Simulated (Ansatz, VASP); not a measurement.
This is a calculation of PbSe (Clausthalite) for Ansatz 0.2.0.

File input.yaml:

```yaml
crystal:
  lattice:
    - [0.0, 3.06065, 3.06065]
    - [3.06065, 0.0, 3.06065]
    - [3.06065, 3.06065, 0.0]
  atoms:
    - { symbol: Pb, position: [0.0, 0.0, 0.0] }
    - { symbol: Se, position: [0.5, 0.5, 0.5] }
hamiltonian:
  xc: revpbe
  pseudopotentials: { kind: paw }
  dispersion: d3bj
kpoints:
  mp_grid: { grid: [8, 8, 8] }
scf:
  occupations: { method: fermi_dirac, width: 0.05 }
output:
  forces: true
  stress: true
relax:
  f_tol: 0.01
  max_steps: 40
  cell: { stress_tol: 0.05 }
```

Potentials or basis: Ansatz PAW.

Run with:

```console
$ ansatz run input.yaml --threads 2 --pin off --max-ram 5632MiB --backend cpu --events-out ev --progress --plain --runs-dir out
```

Question: Set up the same calculation for VASP 6.6.1. Potentials there: VASP PAW PBE potentials, release 64 (Pb_d, Se).

Answer: As run (the cutoff follows the program's own potentials):

File INCAR:

```
SYSTEM = PbSe
  ALGO = Normal
  EDIFF = 1E-6
  EDIFFG = -0.01
  ENCUT = 600
  GGA = RE
  IBRION = 2
  ISIF = 3
  ISMEAR = -1
  IVDW = 12
  LASPH = .TRUE.
  LCHARG = .FALSE.
  LREAL = .FALSE.
  LWAVE = .FALSE.
  NELM = 80
  NSW = 60
  PREC = Accurate
  SIGMA = 0.05
```

File KPOINTS:

```
k-points
0
G
  8 8 8
  0 0 0
```

The input POSCAR:

```
PbSe
1.0
    0.0000000000      3.0606500000      3.0606500000
    3.0606500000      0.0000000000      3.0606500000
    3.0606500000      3.0606500000      0.0000000000
Pb Se
1 1
Direct
    0.0000000000      0.0000000000      0.0000000000
    0.5000000000      0.5000000000      0.5000000000
```

Potentials or basis: VASP PAW PBE potentials, release 64 (Pb_d, Se).

Launch:

```bash
$ cat potpaw_PBE.64/Pb_d/POTCAR potpaw_PBE.64/Se/POTCAR > POTCAR
$ mpirun -np 1 vasp_std > vasp.out
```

Both were run:

|  | VASP | Ansatz | Ansatz less VASP |
| --- | --- | --- | --- |
| relaxed volume (Å³/atom) | 28.54 | 28.53 | -0.007 |
| relaxed cell length with the largest relative difference (Å) | 4.322 | 4.322 | -0.0003 |

The two sets of potentials don't hold the same shells in valence.

Caveats: the PAW data sets were made with another functional, which shifts forces and pressure a little (VASP); the PAW data sets come from PBE, with cores solved anew for the run's functional, which leaves a small shift of forces and pressure (Ansatz). A k mesh can miss the band edges.
